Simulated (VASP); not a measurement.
# Al16N15 (a cell with a defect) in VASP: notebook, part 2 of 2

VASP 6.6.1. Earlier steps stand in the parts before.

## 3. Single point, PBEsol, collinear spin, ferromagnetic start

Contents of INCAR:

```
SYSTEM = Al16N15
PREC     = Accurate       ! precision mode
ENCUT    = 450            ! plane-wave cutoff, eV
EDIFF    = 1E-5           ! SCF threshold, eV
ISMEAR   = 0              ! smearing method
SIGMA    = 0.03           ! smearing width, eV
LREAL    = Auto         
LASPH    = .True.         ! aspherical terms in the spheres
NELM     = 120            ! most SCF steps
ALGO     = Normal         ! electronic algorithm
ISIF     = 2              ! what is computed and relaxed
LWAVE    = .False.        ! write WAVECAR
LCHARG   = .False.        ! write CHGCAR
ISPIN    = 2              ! spin polarisation
MAGMOM   = 0.5 0 0 0 0 0 0 0 0.5 0 0.5 0 0.5 0 0 0 0 0 0 0 0 0 0 0 0 0 0 0 0 0 0 ! initial moments
LORBIT   = 11             ! projections on sites
NUPDOWN  = 2              ! fixed moment
GGA      = PS             ! functional
NELECT   = 122.0        
ISYM     = 0            
KPAR     = 4
```

Contents of KPOINTS:

```
Automatic mesh
0
Gamma
  4 4 2
  0 0 0
```

Contents of POSCAR:

```
Al16N15                                 
1.0
    6.2200008610      0.0000000000      0.0000000000
   -3.1100004305      5.3866787572      0.0000000000
    0.0000000000      0.0000000000      9.9600000000
  Al              N             
    16    15
Direct
     0.3327669280401301    0.1658860962109195    0.9804460127576140
     0.3325570308876734    0.1676327042835165    0.5018612580547341
     0.3349887854449865    0.6681570851403443    0.0004323427928380
     0.3348297044341156    0.6689412218953612    0.5012864046525874
     0.8318541224297509    0.1650045963006421    0.0006135509316190
     0.8315435379137784    0.1653592269758654    0.5013665953000853
     0.8313908408278848    0.6680789200897252    0.0001560715386786
     0.8312342337883656    0.6688445440948292    0.5012778661419356
     0.1600864637069664    0.3408630478631528    0.2532391800838067
     0.1651290497275853    0.3351179109318387    0.7486667767710568
     0.1588906244110944    0.8224217107184898    0.2525661636197313
     0.1647313848807677    0.8312450390475609    0.7483058265157558
     0.6781946528836506    0.3419821252195586    0.2530057950888471
     0.6684251887231788    0.3348275430673684    0.7484629347339732
     0.6655672321498014    0.8345229906497582    0.2520838634805276
     0.6660850804967177    0.8338422569392857    0.7504863440831788
     0.3326580368002692    0.1671097005616106    0.6935495686680430
     0.3332122215100876    0.6687214010929062    0.1907816737776797
     0.3330483078286187    0.6673275581906066    0.6913690561457237
     0.8318184946853940    0.1672681399295990    0.1909578158550617
     0.8327041547325678    0.1669481752159172    0.6915231422682002
     0.8317722857236572    0.6688986820386439    0.1904247150496647
     0.8323830511697097    0.6671884196245969    0.6913163121427105
     0.1663856163980750    0.3340275184623704    0.4416149076147303
     0.1655791985812975    0.3344813283704393    0.9422883537780410
     0.1662695478942265    0.8353563228674635    0.4411747033526858
     0.1646321554916564    0.8307537613674900    0.9412305120546919
     0.6649675123199921    0.3338234772364013    0.4415818672856974
     0.6682158190025697    0.3346068619960963    0.9416924620632647
     0.6658702305024934    0.8344252668791436    0.4416625099432177
     0.6661275066129133    0.8339263667385010    0.9414894134536188
```

Potentials or basis: VASP PAW PBE potentials, release 64 (Al, N).

On the command line:

```
$ cat potpaw_PBE.64/Al/POTCAR potpaw_PBE.64/N/POTCAR > POTCAR
$ mpirun -np 4 vasp_std > vasp.out
```

OUTCAR:

```text
SYSTEM = Al16N15
   PREC = Accurate
   ENCUT = 450
   EDIFF = 1E-5
   ISMEAR = 0
   LREAL = Auto
   LASPH = .True.
   NELM = 120
   ISIF = 2
   ISPIN = 2
   LORBIT = 11
   NUPDOWN = 2
   GGA = PS
   NELECT = 122.0
   ISYM = 0

 ion  position               nearest neighbor table
   1  0.333  0.166  0.980-  27 1.85  29 1.85  25 1.85  12 2.93  14 2.93  10 2.94   3 3.11   5 3.11
                             7 3.11   7 3.12   5 3.12   3 3.12  11 3.28  13 3.29   9 3.30
   2  0.333  0.168  0.502-  28 1.89  26 1.89  24 1.89  17 1.91  10 3.05  14 3.05  12 3.05   9 3.10
                            13 3.10  11 3.10   4 3.11   6 3.11   8 3.11   8 3.11   6 3.11   4 3.11
   3  0.335  0.668  0.000-  31 1.88  27 1.89  25 1.89  18 1.90  16 3.06   9 3.07  15 3.07  11 3.08
                            10 3.08  12 3.09   7 3.09   5 3.09   1 3.11   1 3.12   5 3.13   7 3.13
   4  0.335  0.669  0.501-  30 1.88  19 1.89  24 1.90  26 1.90   9 3.04  12 3.04  11 3.05  10 3.05
                            15 3.06  16 3.06   8 3.09   6 3.09   2 3.11   2 3.11   6 3.13   8 3.13
   5  0.832  0.165  0.001-  31 1.88  29 1.89  25 1.89  20 1.90  16 3.06  15 3.07   9 3.08  13 3.08
                            10 3.09  14 3.09   7 3.09   3 3.09   1 3.11   1 3.12   3 3.13   7 3.13
   6  0.832  0.165  0.501-  30 1.88  21 1.89  24 1.90  28 1.90   9 3.04  14 3.04  13 3.05  10 3.05
                            15 3.06  16 3.06   8 3.09   4 3.09   2 3.11   2 3.11   4 3.13   8 3.13
   7  0.831  0.668  0.000-  31 1.88  29 1.89  27 1.89  22 1.90  16 3.06  13 3.07  11 3.07  15 3.08
                            14 3.08  12 3.08   3 3.09   5 3.09   1 3.11   1 3.12   5 3.13   3 3.13
   8  0.831  0.669  0.501-  30 1.88  23 1.89  28 1.90  26 1.90  13 3.04  11 3.04  12 3.05  14 3.05
                            16 3.05  15 3.06   6 3.09   4 3.09   2 3.11   2 3.11   4 3.13   6 3.13
   9  0.160  0.341  0.253-  18 1.87  20 1.87  24 1.88  11 3.00  13 3.00   4 3.04   6 3.04   3 3.07
[... 16 lines left out ...]
  18  0.333  0.669  0.191-  11 1.87   9 1.87  15 1.89   3 1.90
  19  0.333  0.667  0.691-  12 1.88  10 1.88  16 1.89   4 1.89
  20  0.832  0.167  0.191-  13 1.87   9 1.87  15 1.89   5 1.90
  21  0.833  0.167  0.692-  14 1.88  10 1.88  16 1.89   6 1.89
  22  0.832  0.669  0.190-  11 1.87  13 1.87  15 1.89   7 1.90
  23  0.832  0.667  0.691-  12 1.88  14 1.88  16 1.89   8 1.89
  24  0.166  0.334  0.442-   9 1.88   2 1.89   6 1.90   4 1.90
  25  0.166  0.334  0.942-   1 1.85   3 1.89   5 1.89  10 1.93
  26  0.166  0.835  0.441-  11 1.88   2 1.89   4 1.90   8 1.90
  27  0.165  0.831  0.941-   1 1.85   3 1.89   7 1.89  12 1.92
  28  0.665  0.334  0.442-  13 1.88   2 1.89   8 1.90   6 1.90
  29  0.668  0.335  0.942-   1 1.85   7 1.89   5 1.89  14 1.92
  30  0.666  0.834  0.442-   8 1.88   6 1.88   4 1.88  15 1.89
  31  0.666  0.834  0.941-   7 1.88   3 1.88   5 1.88  16 1.90

IMPORTANT INFORMATION: All symmetrisations will be switched off!
NOSYMM: (Re-)initialisation of all symmetry stuff for point group C_1.

----------------------------------------------------------------------------------------

                                     Primitive cell

  volume of cell :     333.7113

  direct lattice vectors                    reciprocal lattice vectors
     6.220000861  0.000000000  0.000000000     0.160771682  0.092821574  0.000000000
    -3.110000430  5.386678757  0.000000000     0.000000000  0.185643148  0.000000000
     0.000000000  0.000000000  9.960000000     0.000000000  0.000000000  0.100401606

  length of vectors
     6.220000861  6.220000861  9.960000000     0.185643148  0.185643148  0.100401606

  position of ions in fractional coordinates (direct lattice)
     0.332766928  0.165886096  0.980446013
     0.332557031  0.167632704  0.501861258
     0.334988785  0.668157085  0.000432343
     0.334829704  0.668941222  0.501286405
     0.831854122  0.165004596  0.000613551
     0.831543538  0.165359227  0.501366595
[... 23 lines left out ...]
     0.665870231  0.834425267  0.441662510
     0.666127507  0.833926367  0.941489413

  ion indices of the primitive-cell ions
   primitive index   ion index
                 1           1
                 2           2
                 3           3
                 4           4
                 5           5
                 6           6
[... 119 lines left out ...]
   AEXX    =    0.0000 exact exchange contribution
   IVDW    =     0    specifies the selected vdW correction
   LEPSILON=     F    determine dielectric tensor
   LRPA    =     F    only Hartree local field effects (RPA)
 spin polarized calculation
 Gauss-broadening in eV      SIGMA  =   0.03
  energy-cutoff  :      450.00
  volume of cell :      333.71
 maximum number of plane-waves:      7283
 NGX is ok and might be reduce to    48
   NGX = 21   NGY = 21   NGZ = 35

 number of electron     121.9999988 magnetization       2.0000000

 Free energy of the ion-electron system (eV)
  ---------------------------------------------------
  ext. energy  EPLUGINS =         0.00000000
  ---------------------------------------------------
  free energy    TOTEN  =      -242.56834635 eV

  energy without entropy =     -242.56670139  energy(sigma->0) =     -242.56752387

 E-fermi :   5.8793     XC(G=0): -10.9492

 val. band max:        9.6295961066   @ k =  -0.2500   0.2500   0.0000
 cond. band min:       6.2170479216   @ k =   0.0000   0.0000   0.0000
 fundamental gap:     -3.4125481851
 Fermi energy:         9.6348793809

 spin component 1

 k-point     1 :       0.0000    0.0000    0.0000
  band No.  band energies     occupation
      1      -9.2087      1.00000
      2      -8.3935      1.00000
      3      -8.3052      1.00000
      4      -7.4045      1.00000
      5      -7.3966      1.00000
      6      -7.1983      1.00000
[... 1509 lines left out ...]
     72      12.6376      0.00000
     73      12.8913      0.00000
 Fermi energy:         5.8793034106

 spin component 2

 k-point     1 :       0.0000    0.0000    0.0000
  band No.  band energies     occupation
      1      -9.1595      1.00000
      2      -8.3465      1.00000
      3      -8.2565      1.00000
      4      -7.3432      1.00000
      5      -7.3371      1.00000
      6      -7.1538      1.00000
[... 1509 lines left out ...]
     72      12.7131      0.00000
     73      12.9934      0.00000
 [bands above 73 left out]

------------------------ aborting loop because EDIFF is reached ----------------------------------------

  FORCE on cell =-STRESS in cart. coord.  units (eV):
  Direction    XX          YY          ZZ          XY          YZ          ZX
  --------------------------------------------------------------------------------------
  -------------------------------------------------------------------------------------
  Total       -6.2916598     -6.0585028     -8.4569793      0.0974918      0.2272754     -0.1649605
  in kB      -30.2068162    -29.0874086    -40.6027072      0.4680667      1.0911693     -0.7919900
  external PRESSURE =     -33.2989773 kB  Pullay stress =       0.0000000 kB

 VOLUME and BASIS-vectors are now :
 -----------------------------------------------------------------------------
  energy-cutoff  :      450.00
  volume of cell :      333.71
      direct lattice vectors                 reciprocal lattice vectors
     6.220000861  0.000000000  0.000000000     0.160771682  0.092821574  0.000000000
    -3.110000430  5.386678757  0.000000000     0.000000000  0.185643148  0.000000000
     0.000000000  0.000000000  9.960000000     0.000000000  0.000000000  0.100401606

 POSITION                                       TOTAL-FORCE (eV/Angst)
 -----------------------------------------------------------------------------------
      1.55390      0.89358      9.76524         0.019458     -0.003280     -0.010048
      1.54717      0.90298      4.99854        -0.013565      0.010284     -0.079130
      0.00566      3.59915      0.00431        -0.028796      0.004490     -0.154085
      0.00223      3.60337      4.99281        -0.035580     -0.037700      0.052110
      4.66097      0.88883      0.00611        -0.019079      0.025500     -0.156353
      4.65793      0.89074      4.99361         0.005127      0.056900      0.060082
[... 23 lines left out ...]
      1.54665      4.49478      4.39896        -0.007616     -0.000680     -0.077980
      1.54980      4.49209      9.37723        -0.004884     -0.001850      0.054690
 -----------------------------------------------------------------------------------
    total drift:                                0.003928      0.001420      0.002228

  FREE ENERGIE OF THE ION-ELECTRON SYSTEM (eV)
  ---------------------------------------------------
  free  energy   TOTEN  =      -242.5683463542 eV

  energy  without entropy=     -242.5667013929  energy(sigma->0) =     -242.56752387

 total charge

# of ion       s       p       d       tot
------------------------------------------
    1        0.386   0.424   0.000   0.810
    2        0.363   0.435   0.000   0.798
    3        0.366   0.439   0.000   0.805
    4        0.367   0.438   0.000   0.805
    5        0.365   0.439   0.000   0.804
    6        0.367   0.438   0.000   0.805
[... 23 lines left out ...]
   30        1.223   2.618   0.000   3.841
   31        1.223   2.615   0.000   3.838
--------------------------------------------------
tot         24.340  45.940   0.000  70.280

 magnetization (x)

# of ion       s       p       d       tot
------------------------------------------
    1        0.010   0.028   0.000   0.038
    2        0.001   0.000   0.000   0.001
    3       -0.000   0.000   0.000  -0.000
    4        0.001   0.003   0.000   0.004
    5       -0.000   0.000   0.000  -0.000
    6        0.001   0.003   0.000   0.004
[... 23 lines left out ...]
   30        0.001   0.003   0.000   0.003
   31        0.001   0.003   0.000   0.004
--------------------------------------------------
tot          0.164   0.465   0.000   0.628
```

Wall time 4.7 min (4 MPI ranks of AMD EPYC 9R14 (Zen 4), shared host); peak memory 0.8 GiB.

Results:

```yaml
Free_energy: -242.5683 eV
Largest_force: 0.171 eV/Å
Net_moment: 2.00 μB per cell
Site_moments: Al +0.04, +0.00, -0.00, +0.08; N +0.00, +0.03, +0.01 μB
Valence_electrons_inside_the_program's_atomic_spheres: Al 0.81, 0.80, 0.79; N 3.83, 3.84, 3.82
```

Forces in eV/Å, atoms in the order of the input:
```
Al   0.019 -0.003 -0.010
Al  -0.014  0.010 -0.079
Al  -0.029  0.004 -0.154
Al  -0.036 -0.038  0.052
Al  -0.019  0.025 -0.156
Al   0.005  0.057  0.060
Al   0.033 -0.011 -0.163
Al   0.050 -0.026  0.061
Al   0.022 -0.027  0.167
Al  -0.042  0.009  0.040
Al   0.017  0.046  0.141
Al  -0.009 -0.038  0.037
Al  -0.014 -0.056  0.139
Al   0.021  0.032  0.043
Al  -0.002  0.022  0.075
Al   0.000  0.005  0.004
N    0.001 -0.002 -0.018
N    0.040  0.011  0.013
N    0.033  0.017 -0.019
N    0.003 -0.037  0.027
N    0.013 -0.037 -0.023
N   -0.025  0.005  0.015
N   -0.032  0.022 -0.030
N   -0.063  0.033 -0.001
N   -0.081  0.038 -0.039
N    0.003 -0.049 -0.031
N   -0.014 -0.101 -0.032
N    0.052  0.030 -0.049
N    0.079  0.060 -0.047
N   -0.008 -0.001 -0.078
N   -0.005 -0.002  0.055
```

Caveat: the cell is charged against a uniform background, so pressure and absolute levels hang on convention; the cutoff is under 1.25 times the usual one of these potentials, so pressure, stress and relaxed cells hold a basis-set (Pulay) error; the PAW data sets were made with another functional, which shifts forces and pressure a little; the total moment is fixed, so each spin has its own Fermi level.
